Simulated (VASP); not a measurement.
# Ga2O (P6/mmm) in VASP: a series of runs

The runs below take Ga2O through relaxation of cell and atoms, relaxation of the atoms, with PBE, LDA.

Everything below comes from runs of VASP 6.6.1. Logs are shortened: lines on timing, memory, paths and dates and some standing lists are left out, and cuts for length are marked.

**1. The structure**

Symmetry: P6/mmm, No. 191, hexagonal system. The conventional cell has a = 3.753 Å, b = 3.753 Å, c = 3.737 Å, α = 90.00°, β = 90.00°, γ = 120.00°. Ga (site symmetry -6m2) has 3 Ga at 2.17 Å as nearest neighbours. Around O (site symmetry 6/mmm) lie 12 Ga at 2.86 Å.

The cell was built by a generator and needn't be a form met in nature.

**2. Relaxation of cell and atoms, PBE**

File INCAR:

```
SYSTEM = Ga2O
ALGO = Normal
EDIFF = 1E-6
EDIFFG = -0.02
ENCUT = 600
GGA = PE
IBRION = 2
ISIF = 3
ISMEAR = 0
LASPH = .True.
LCHARG = .False.
LREAL = .False.
LWAVE = .False.
NELM = 100
NSW = 40
PREC = Accurate
SIGMA = 0.05
```

File KPOINTS:

```
k-points
0
Gamma
  8 8 7
  0 0 0
```

File POSCAR:

```
Ga2O
1.0
    3.7526843800      0.0000000000      0.0000000000
   -1.8763421900      3.2499200000      0.0000000000
    0.0000000000      0.0000000000      3.7370520900
Ga O
2 1
Direct
    0.6666666700      0.3333333300      0.5000000000
    0.3333333300      0.6666666700      0.5000000000
    0.0000000000      0.0000000000      0.0000000000
```

Potentials or basis: VASP PAW PBE potentials, release 64 (Ga_d, O).

Started as:

```sh
> cat potpaw_PBE.64/Ga_d/POTCAR potpaw_PBE.64/O/POTCAR > POTCAR
> mpirun -np 1 vasp_std > vasp.out
```

OUTCAR:

```text
SYSTEM = Ga2O
   EDIFF = 1E-6
   EDIFFG = -0.02
   ENCUT = 600
   GGA = PE
   IBRION = 2
   ISIF = 3
   ISMEAR = 0
   LASPH = .True.
   LREAL = .False.
   NELM = 100
   NSW = 40
   PREC = Accurate

 ion  position               nearest neighbor table
   1  0.667  0.333  0.500-   2 2.17   2 2.17   2 2.17
   2  0.333  0.667  0.500-   1 2.17   1 2.17   1 2.17
   3  0.000  0.000  0.000-

  LATTYP: Found a hexagonal cell.
 ALAT       =     3.7526843800
 C/A-ratio  =     0.9958343712

  Lattice vectors:

 A1 = (   3.7526843800,   0.0000000000,   0.0000000000)
 A2 = (  -1.8763421900,   3.2499200000,   0.0000000000)
 A3 = (   0.0000000000,   0.0000000000,   3.7370520900)

Analysis of symmetry for initial positions (statically):
=====================================================================
 Subroutine PRICEL returns:
 Original cell was already a primitive cell.

 Routine SETGRP: Setting up the symmetry group for a
 hexagonal supercell.

 Subroutine GETGRP returns: Found 24 space group operations
 (whereof 24 operations were pure point group operations)
 out of a pool of 24 trial point group operations.

The static configuration has the point symmetry D_6h.

Analysis of symmetry for dynamics (positions and initial velocities):
=====================================================================
 Subroutine PRICEL returns:
 Original cell was already a primitive cell.

 Routine SETGRP: Setting up the symmetry group for a
 hexagonal supercell.

 Subroutine GETGRP returns: Found 24 space group operations
 (whereof 24 operations were pure point group operations)
 out of a pool of 24 trial point group operations.

The dynamic configuration has the point symmetry D_6h.

 Subroutine INISYM returns: Found 24 space group operations
 (whereof 24 operations are pure point group operations),
 and found     1 'primitive' translations

----------------------------------------------------------------------------------------

                                     Primitive cell

  volume of cell :      45.5768

  direct lattice vectors                    reciprocal lattice vectors
     3.752684380  0.000000000  0.000000000     0.266475914  0.153849941  0.000000000
    -1.876342190  3.249920000  0.000000000     0.000000000  0.307699882  0.000000000
     0.000000000  0.000000000  3.737052090     0.000000000  0.000000000  0.267590597

  length of vectors
     3.752684380  3.752684375  3.737052090     0.307699881  0.307699882  0.267590597

  position of ions in fractional coordinates (direct lattice)
     0.666666670  0.333333330  0.500000000
     0.333333330  0.666666670  0.500000000
     0.000000000  0.000000000  0.000000000

  ion indices of the primitive-cell ions
   primitive index   ion index
                 1           1
                 2           2
                 3           3

----------------------------------------------------------------------------------------

 KPOINTS: k-points

Automatic generation of k-mesh.
 Grid dimensions read from file:
 generate k-points for:    8    8    7

 Generating k-lattice:

  Cartesian coordinates                     Fractional coordinates (reciprocal lattice)
     0.033309489  0.019231243  0.000000000     0.125000000  0.000000000  0.000000000
     0.000000000  0.038462485  0.000000000     0.000000000  0.125000000  0.000000000
     0.000000000  0.000000000  0.038227228     0.000000000  0.000000000  0.142857143

  Length of vectors
     0.038462485  0.038462485  0.038227228

  Shift w.r.t. Gamma in fractional coordinates (k-lattice)
     0.000000000  0.000000000  0.000000000

 Subroutine IBZKPT returns following result:
 ===========================================

 Found     40 irreducible k-points:

 Following reciprocal coordinates:
            Coordinates               Weight
  0.000000  0.000000  0.000000      1.000000
  0.125000  0.000000  0.000000      6.000000
  0.250000  0.000000  0.000000      6.000000
  0.375000  0.000000  0.000000      6.000000
  0.500000  0.000000  0.000000      3.000000
  0.125000  0.125000  0.000000      6.000000
[... 16 lines left out ...]
  0.250000  0.000000  0.285714     12.000000
  0.375000  0.000000  0.285714     12.000000
 [... further k-points ...]
   k-points           NKPTS =     40   k-points in BZ     NKDIM =     40   number of bands    NBANDS=     20
   number of dos      NEDOS =    301   number of ions     NIONS =      3
   total plane-waves  NPLWV =  27000
   dimension x,y,z NGX =    30 NGY =   30 NGZ =   30
   dimension x,y,z NGXF=    60 NGYF=   60 NGZF=   60
   ions per type =               2   1
   NGX,Y,Z   is equivalent  to a cutoff of  13.29, 13.29, 13.35 a.u.
   NGXF,Y,Z  is equivalent  to a cutoff of  26.58, 26.58, 26.69 a.u.
 SYSTEM =  Ga2O
   PREC   = accura    normal or accurate (medium, high low for compatibility)
   ISTART =      0    job   : 0-new  1-cont  2-samecut
   ICHARG =      2    charge: 1-file 2-atom 10-const
   ISPIN  =      1    spin polarized calculation?
   LNONCOLLINEAR =      F non collinear calculations
   LSORBIT =      F    spin-orbit coupling
   LASPH  =      T    aspherical Exc in radial PAW
   ENCUT  =  600.0 eV  44.10 Ry    6.64 a.u.   7.50  7.50  7.46*2*pi/ulx,y,z
   NELM   =    100;   NELMIN=  2; NELMDL= -5     # of ELM steps
   EDIFF  = 0.1E-05   stopping-criterion for ELM
   LREAL  =      F    real-space projection
   EDIFFG = -.2E-01   stopping-criterion for IOM
   NSW    =     40    number of steps for IOM
   IBRION =      2    ionic relax: 0-MD 1-quasi-New 2-CG
   NFREE  =      1    steps in history (QN), initial steepest desc. (CG)
   ISIF   =      3    stress and relaxation
   ISYM   =      2    0-nonsym 1-usesym 2-fastsym
   POTIM  = 0.5000    time-step for ionic-motion
   TEBEG  =    0.0;   TEEND  =   0.0 temperature during run
   PSTRESS=    0.0 pullay stress
   NELECT =      32.0000    total number of electrons
   NUPDOWN=      -1.0000    fix difference up-down
   EMIN   =  10.00;   EMAX   =-10.00  energy-range for DOS
   EFERMI =   0.00;   METHOD = LEGACY
   ISMEAR =     0;   SIGMA  =   0.05  broadening in eV -4-tet -1-fermi 0-gaus
   EFERMI_NEDOS =   21; number of points for ismear=-14 and -15
   IALGO  =     38    algorithm
   IMIX   =      4    mixing-type and parameters
     AMIX     =   0.40;   BMIX     =  1.00
     AMIX_MAG =   1.60;   BMIX_MAG =  1.00
  volume/ion in A,a.u.               =      15.19       102.52
  Fermi-wavevector in a.u.,A,eV,Ry     =   1.455046  2.749639 28.805715  2.117160
  Thomas-Fermi vector in A             =   2.572127
   LORBIT       =      0    0 simple, 1 ext, 2 COOP (PROOUT), +10 PAW based schemes
   GGA     = PE    functional components
   LHFCALC =     F    Hartree Fock is set to
   AEXX    =    0.0000 exact exchange contribution
   IVDW    =     0    specifies the selected vdW correction
   LEPSILON=     F    determine dielectric tensor
   LRPA    =     F    only Hartree local field effects (RPA)
 conjugate gradient relaxation of ions
 non-spin polarized calculation
 Gauss-broadening in eV      SIGMA  =   0.05
  energy-cutoff  :      600.00
  volume of cell :       45.58
 maximum number of plane-waves:      1545
 NGX is ok and might be reduce to    30
   NGX = 15   NGY = 15   NGZ = 15

--------------------------------------- Ionic step        1  -------------------------------------------

 number of electron      32.0000010 magnetization

 Free energy of the ion-electron system (eV)
  ---------------------------------------------------
  ext. energy  EPLUGINS =         0.00000000
  ---------------------------------------------------
  free energy    TOTEN  =        -8.93288483 eV

  energy without entropy =       -8.93218961  energy(sigma->0) =       -8.93253722

------------------------ aborting loop because EDIFF is reached ----------------------------------------

  FORCE on cell =-STRESS in cart. coord.  units (eV):
  Direction    XX          YY          ZZ          XY          YZ          ZX
  --------------------------------------------------------------------------------------
  -------------------------------------------------------------------------------------
  Total        9.6759515      9.6759515     -3.3764783      0.0000000     -0.0000000      0.0000000
  in kB      340.1421127    340.1421115   -118.6945241      0.0000000     -0.0000000      0.0000000
  external PRESSURE =     187.1965667 kB  Pullay stress =       0.0000000 kB

 VOLUME and BASIS-vectors are now :
 -----------------------------------------------------------------------------
  energy-cutoff  :      600.00
  volume of cell :       45.58
      direct lattice vectors                 reciprocal lattice vectors
     3.752684380  0.000000000  0.000000000     0.266475914  0.153849941  0.000000000
    -1.876342190  3.249920000  0.000000000     0.000000000  0.307699882  0.000000000
     0.000000000  0.000000000  3.737052090     0.000000000  0.000000000  0.267590597
[... 1382 lines left out ...]
 POSITION                                       TOTAL-FORCE (eV/Angst)
 -----------------------------------------------------------------------------------
      2.11849      1.22311      1.53706         0.000000     -0.000000     -0.000000
     -0.00000      2.44622      1.53706        -0.000000      0.000000      0.000000
     -0.00000      0.00000      0.00000        -0.000000      0.000000      0.000000
 -----------------------------------------------------------------------------------
    total drift:                               -0.000000      0.000000      0.000000

  FREE ENERGIE OF THE ION-ELECTRON SYSTEM (eV)
  ---------------------------------------------------
  free  energy   TOTEN  =       -10.2823642325 eV

  energy  without entropy=      -10.2812993513  energy(sigma->0) =      -10.28183179

--------------------------------------- Ionic step        9  -------------------------------------------

 number of electron      31.9999985 magnetization

 Free energy of the ion-electron system (eV)
  ---------------------------------------------------
  ext. energy  EPLUGINS =         0.00000000
  ---------------------------------------------------
  free energy    TOTEN  =       -10.28269134 eV

  energy without entropy =      -10.28173995  energy(sigma->0) =      -10.28221565

 E-fermi :   3.9191     XC(G=0): -10.8274

 val. band max:        3.9097708404   @ k =   0.1250   0.1250   0.4286
 cond. band min:       3.9675174089   @ k =   0.3750   0.2500   0.0000
 fundamental gap:      0.0577465685
 Fermi energy:         3.9190518605

 k-point     1 :       0.0000    0.0000    0.0000
  band No.  band energies     occupation
      1     -12.3968      2.00000
      2     -11.1032      2.00000
      3     -10.9465      2.00000
      4     -10.9465      2.00000
      5     -10.8674      2.00000
      6     -10.8674      2.00000
[... 12 lines left out ...]
     19      10.5977      0.00000
     20      11.7008      0.00000
[... 551 lines left out ...]
 POSITION                                       TOTAL-FORCE (eV/Angst)
 -----------------------------------------------------------------------------------
      2.11843      1.22307      1.52762        -0.000000      0.000000     -0.000000
     -0.00000      2.44615      1.52762         0.000000     -0.000000      0.000000
      4.23685      0.00000      0.00000        -0.000000     -0.000000      0.000000
 -----------------------------------------------------------------------------------
    total drift:                               -0.000000      0.000000      0.000000

  FREE ENERGIE OF THE ION-ELECTRON SYSTEM (eV)
  ---------------------------------------------------
  free  energy   TOTEN  =       -10.2826913413 eV

  energy  without entropy=      -10.2817399538  energy(sigma->0) =      -10.28221565

 reached required accuracy - stopping structural energy minimisation
```

Run time: 2.2 min. Hardware: 1 thread of Intel Xeon 6975P-C (Granite Rapids), shared host; peak memory 0.19 GiB.

What came out:

```yaml
Free_energy: -10.2827 eV
Relaxed_volume: 15.83 Å³/atom
Relaxed_cell: a = 4.237 Å, b = 4.237 Å, c = 3.055 Å, α = 90.00°, β = 90.00°, γ = 120.00°
Space_group_after_relaxing_to_0.05_Å: P6/mmm (No. 191)
Energy_gained_by_relaxing: 449.9 meV/atom
Ionic_steps: 9
Pressure_after_relaxing: 0.0 GPa
Band_gap_on_the_k_mesh: none (metal or under the smearing width)
```

The path:
| step | energy change (eV) | largest force (eV/Å) | pressure (GPa) | volume (Å³) |
| --- | --- | --- | --- | --- |
| 1 | 0.0000 | 0.0000 | 18.72 | 45.58 |
| 2 | -1.0634 | 0.0000 | -6.30 | 57.56 |
| 3 | -1.0868 | 0.0000 | -3.71 | 55.11 |
| 4 | -1.0891 | 0.0000 | -4.26 | 55.55 |
| 5 | -1.2394 | 0.0000 | -3.12 | 52.54 |
| 6 | -1.3276 | 0.0000 | -1.58 | 49.67 |
| 7 | -1.2673 | 0.0000 | 4.44 | 43.95 |
| 8 | -1.3495 | 0.0000 | -0.28 | 47.79 |
| 9 | -1.3498 | 0.0000 | -0.01 | 47.50 |

Final structure:
```
Ga O
1.0
     4.23685    0.00000    0.00000
    -2.11843    3.66922    0.00000
     0.00000    0.00000    3.05523
Ga O
2 1
Direct
  0.66667 0.33333 0.50000
  0.33333 0.66667 0.50000
  0.00000 0.00000 0.00000
```

**3. Relaxation of the atoms, LDA**

File INCAR:

```
SYSTEM = Ga2O
ALGO = Normal ; EDIFF = 1E-7
EDIFFG = -0.02 ; ENCUT = 520
IBRION = 2 ; ISIF = 2
ISMEAR = 0 ; LASPH = .TRUE.
LCHARG = .FALSE. ; LREAL = .FALSE.
LWAVE = .FALSE. ; NELM = 60
NSW = 60 ; PREC = Accurate
SIGMA = 0.05
```

File KPOINTS:

```
k-points
0
G
  8 8 7
  0 0 0
```

POSCAR is that of step 2.

Potentials or basis: VASP PAW LDA potentials, release 64 (Ga_d, O).

Started as:

```sh
> cat potpaw_LDA.64/Ga_d/POTCAR potpaw_LDA.64/O/POTCAR > POTCAR
> mpirun -np 1 vasp_std > vasp.out
```

It took 14 s on 1 thread of Intel Xeon 6975P-C (Granite Rapids), shared host; peak memory 0.15 GiB.

It converged, with:

```yaml
Free_energy: -11.2080 eV
Pressure_after_relaxing: 10.6 GPa
Band_gap_on_the_k_mesh: none (metal or under the smearing width)
```

Stress tensor (GPa, compression positive):
```
 24.64   0.00   0.00
  0.00  24.64   0.00
  0.00   0.00 -17.38
```

Final structure:
```
CELL_PARAMETERS angstrom
3.75268 0.00000 0.00000
-1.87634 3.24992 0.00000
0.00000 0.00000 3.73705
ATOMIC_POSITIONS crystal
Ga 0.66667 0.33333 0.50000
Ga 0.33333 0.66667 0.50000
O 0.00000 0.00000 0.00000
```

Levels at points of the mesh, in eV from the Fermi level:
```csv
k point,band 12,band 13,band 14,band 15,band 16,band 17,band 18,band 19,band 20
"(0.00, 0.00, 0.00)",-9.21,-2.82,-1.65,-1.65,1.78,1.78,3.38,4.81,6.47
"(0.50, 0.00, 0.00)",-8.07,-5.31,-2.86,-1.80,-0.63,1.50,3.33,4.24,6.77
```

Caveat: the relaxation stopped at its first step, so nothing moved.
